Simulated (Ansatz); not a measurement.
## Relaxation of ZnS

Method: Ansatz, DFT PBE, scalar-relativistic, plane waves, PAW. Run with 420 eV cutoff, 12×12×4 k-mesh, Gaussian smearing of 0.02 eV, no spin polarisation.

What was changed: biaxial strain in the a-b plane, c and atoms relaxed: -1.0 %.

Command:

```bash
ansatz run input.yaml --threads 1 --pin off --max-ram 2560MiB --backend cpu --events-out ev --progress --plain --runs-dir out
```

Input:

```yaml
crystal:
  lattice:
    - [3.8056262661, 0.0, 0.0]
    - [-1.9028131331, 3.2957690238, 0.0]
    - [0.0, 0.0, 6.3424709197]
  atoms:
    - { symbol: Zn, position: [0.3333333333, 0.6666666667, 0.0002666736] }
    - { symbol: Zn, position: [0.6666666667, 0.3333333333, 0.5002666736] }
    - { symbol: S, position: [0.3333333333, 0.6666666667, 0.3747333264] }
    - { symbol: S, position: [0.6666666667, 0.3333333333, 0.8747333264] }
basis:
  ecutwfc: 420
kpoints:
  mp_grid: { grid: [12, 12, 4] }
hamiltonian:
  xc: pbe
scf:
  occupations: { method: gaussian, width: 0.02 }
output:
  forces: true
  stress: true
  eigenvalues: true
relax:
  adjacent_minimum: "off"
  f_tol: 0.008
  max_steps: 40
  cell: { stress_tol: 0.015, fix: [a, b, gamma] }
```

F is the free energy. Steps run on the plane waves of an earlier cell, but the last one, and at times one on the way, on a freshly chosen basis, so a repeated geometry can differ a little in energy. The held parts of the cell keep their stress, so P needn't end at zero.

Steps:

```tsv
step	F − F(1) (eV)	largest force component (eV/Å)	V (Å³/atom)	P (GPa)
1	0.0000	0.094	19.888	1.08
2	-0.0009	0.066	19.893	1.04
3	-0.0017	0.004	19.873	1.08
4	-0.0017	0.000	19.888	1.02
5	-0.0017	0.000	19.888	1.02
```

Relaxed structure:

```xyz
4
Lattice="3.8056 0.0000 0.0000 -1.9028 3.2958 0.0000 0.0000 0.0000 6.3427" Properties=species:S:1:pos:R:3 pbc="T T T"
Zn    0.0000    2.1972    0.0107
Zn    1.9028    1.0986    3.1821
S     0.0000    2.1972    2.3678
S     1.9028    1.0986    5.5391
```

Symmetry: P6_3mc, No. 186, hexagonal system. The conventional cell has a = 3.806 Å, b = 3.806 Å, c = 6.343 Å, α = 90.00°, β = 90.00°, γ = 120.00°. Around Zn (site symmetry 3m) lie 4 S at 2.34 to 2.36 Å. Around S (site symmetry 3m) lie 4 Zn at 2.34 to 2.36 Å.

The run converged. Time: 12 s on 1 thread of AMD EPYC 9R45 96-Core Processor (Zen 5), on a shared host, peak memory 0.44 GiB.